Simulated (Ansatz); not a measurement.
**TaC: Boltzmann equation against the high-temperature formula (computed with Ansatz 0.2.0)**

Space group Fm-3m (No. 225), 2 atoms in the cell of the first input below: a = 3.165 Å, b = 3.165 Å, c = 3.165 Å, α = 60.00°, β = 60.00°, γ = 60.00°.

The structure is a measured one, not always of the ambient phase, relaxed without spin–orbit coupling to zero pressure (pressure 0.0 GPa with this functional, without spin–orbit coupling). Functional: PBE.

Input:

```yaml
crystal:
  lattice:
    - [0.0, 2.2378321104, 2.2378321104]
    - [2.2378321104, 0.0, 2.2378321104]
    - [2.2378321104, 2.2378321104, 0.0]
  atoms:
    - { symbol: Ta, position: [0.0, 0.0, 0.0] }
    - { symbol: C, position: [0.5, 0.5, 0.5] }
basis:
  ecutwfc: 420
  ecutrho_ratio: 4
kpoints:
  mp_grid: { grid: [14, 14, 14] }
hamiltonian:
  xc: pbe
scf:
  occupations: { method: methfessel_paxton, width: 0.2 }
output: {}
phonons:
  supercell: [2, 2, 2]
  qpath:
    path:
      - [[0.0, 0.0, 0.0], [0.5, 0.0, 0.5], [0.625, 0.25, 0.625]]
      - [[0.375, 0.375, 0.75], [0.0, 0.0, 0.0], [0.5, 0.5, 0.5], [0.5, 0.25, 0.75], [0.5, 0.0, 0.5]]
    npoints: 6
  electrical_resistivity: { mesh: [28, 28, 28], temperatures: [50, 100, 200, 300, 500] }
  superconductivity: { mesh: [28, 28, 28], eliashberg_equations: false }
```

```bash
ansatz run input.yaml --threads 8 --pin off --max-ram 15360MiB --backend cpu --events-out ev --progress --plain --runs-dir out
```

Time: 3 min on 8 threads of Intel(R) Xeon(R) Processor @ 2.50GHz (Skylake/Cascade Lake), on a shared host, peak memory 2 GiB.

λ_tr,xx from the finest mesh down: 1.030, 1.037, 1.015. The next coarser mesh moves the resistivity at 300 K by under 1 % along the axis that moves most.

The run gives λ_tr,xx = 1.030 and a Drude plasma energy ħω_p,xx = 8.18 eV.

Question: Estimate the resistivity along x at 300 K from the high-temperature formula.

Answer: ħ/τ = 2π λ_tr k_B T = 0.1673 eV and ρ = 1/(ε0 ω_p² τ) = 18.59 μΩ cm. The Boltzmann solution gives 16.08 μΩ cm, so the estimate is 16 % high.

```json
{"T (K)": "50", "ρ_xx (μΩ cm)": "0.73", "ρ_zz (μΩ cm)": "0.73", "formula, xx": "3.10", "R_H, field along x, y or z (10⁻¹¹ m³/C)": "-12.4"}
{"T (K)": "100", "ρ_xx (μΩ cm)": "3.67", "ρ_zz (μΩ cm)": "3.67", "formula, xx": "6.20", "R_H, field along x, y or z (10⁻¹¹ m³/C)": "-10.2"}
{"T (K)": "200", "ρ_xx (μΩ cm)": "9.70", "ρ_zz (μΩ cm)": "9.70", "formula, xx": "12.39", "R_H, field along x, y or z (10⁻¹¹ m³/C)": "-9.96"}
{"T (K)": "300", "ρ_xx (μΩ cm)": "16.08", "ρ_zz (μΩ cm)": "16.08", "formula, xx": "18.59", "R_H, field along x, y or z (10⁻¹¹ m³/C)": "-10.1"}
{"T (K)": "500", "ρ_xx (μΩ cm)": "28.93", "ρ_zz (μΩ cm)": "28.93", "formula, xx": "30.98", "R_H, field along x, y or z (10⁻¹¹ m³/C)": "-10.1"}
```

At 300 K the next coarser mesh moves R_H by up to 1 %.

At 50 K the solution is 0.23 times the linear formula, and at 500 K 0.93 times. The formula is meant for temperatures above the phonon energies and for bands that vary little within k_B T.

Caveats: a λ_tr over 1 leans on low phonons, which a supercell of eight cells or fewer samples poorly, so it can be far off; no spin-orbit coupling, which matters for these elements; small supercell, couplings not converged in it.

The linear formula overestimates the phonon-limited resistivity at every temperature listed, and its relative error shrinks steadily on warming. It counts every coupled mode as classically populated, whereas modes with energies well above k_B T are largely frozen out and scatter few electrons. The large mass difference between Ta and C puts the carbon-dominated optical branches far above the acoustic ones, so their delayed activation probably explains why the formula is still 16 % high at 300 K. Between 300 and 500 K the Boltzmann resistivity rises slightly faster than the formula, as it must to approach that line from below.

The equal xx and zz values follow from cubic symmetry. The negative Hall coefficient indicates a predominantly electron-like response. It is nearly constant from 100 K upward but larger in magnitude at 50 K, which suggests that scattering becomes more uneven over the Fermi surface once only low-energy phonons remain active. Carbon vacancies, common in real TaC, would add a residual resistivity that these phonon-only values don't contain.
